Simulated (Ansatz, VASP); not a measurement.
One calculation of CdTe, two programs

INCAR

```
SYSTEM = CdTe
PREC = Accurate
ENCUT = 520
EDIFF = 1E-7
ISMEAR = 0
SIGMA = 0.05
LREAL = .FALSE.
LASPH = .TRUE.
NELM = 60
ALGO = Normal
ISIF = 2
LWAVE = .FALSE.
LCHARG = .FALSE.
GGA = PS
NBANDS = 16
```

File KPOINTS:

```
regular mesh
0
G
  8 8 8
  0 0 0
```

The input POSCAR:

```
CdTe
1.0
    0.0000000000      3.1636874711      3.1636874711
    3.1636874711      0.0000000000      3.1636874711
    3.1636874711      3.1636874711      0.0000000000
Cd Te
1 1
Direct
    0.0000000000      0.0000000000      0.0000000000
    0.7500000000      0.7500000000      0.7500000000
```

Input for Ansatz:

```yaml
crystal:
  lattice:
    - [0.0, 3.1636874711, 3.1636874711]
    - [3.1636874711, 0.0, 3.1636874711]
    - [3.1636874711, 3.1636874711, 0.0]
  atoms:
    - { symbol: Cd, position: [0.0, 0.0, 0.0] }
    - { symbol: Te, position: [0.75, 0.75, 0.75] }
basis:
  ecutwfc: 420
kpoints:
  mp_grid: { grid: [8, 8, 8] }
hamiltonian:
  xc: pbesol
  pseudopotentials: { kind: paw, azcp: { folder: soft_1 } }
scf:
  occupations: { method: gaussian, width: 0.05 }
output:
  forces: true
  stress: true
  eigenvalues: true
```

Change from the starting cell: mode 6 frozen in at +0.000 Å, equal normal strain along x, y and z -0.0250.

Alike in both runs: task single point; functional PBEsol; k mesh 8 × 8 × 8; occupations gaussian, width 0.05 eV; no spin polarisation.

|  | VASP | Ansatz |
| --- | --- | --- |
| version | VASP 6.6.1 | Ansatz 0.2.0 |
| potentials or method | VASP PAW PBE potentials, release 64 (Cd, Te) | scalar-relativistic, plane waves, PAW |
| plane-wave cutoff (eV) | 520 | 420 |
| valence electrons in the cell | 18 | 36 |

```tsv
	VASP	Ansatz	Ansatz less VASP
gap on the k mesh at the Fermi level (eV)	0.88	0.87	-0.008
least direct gap on the mesh (eV)	0.88	0.87	-0.008
pressure (GPa)	4.0	3.8	-0.21
```

With one functional, cell and mesh, what is left measures potentials, basis and numerics. The two sets of potentials don't hold the same shells in valence. Ansatz warned: «pseudo_functional_mismatch».

Caveats: the PAW data sets were made with another functional, which shifts forces and pressure a little (VASP); spin-orbit coupling is left out, which moves the levels of the heavy elements.
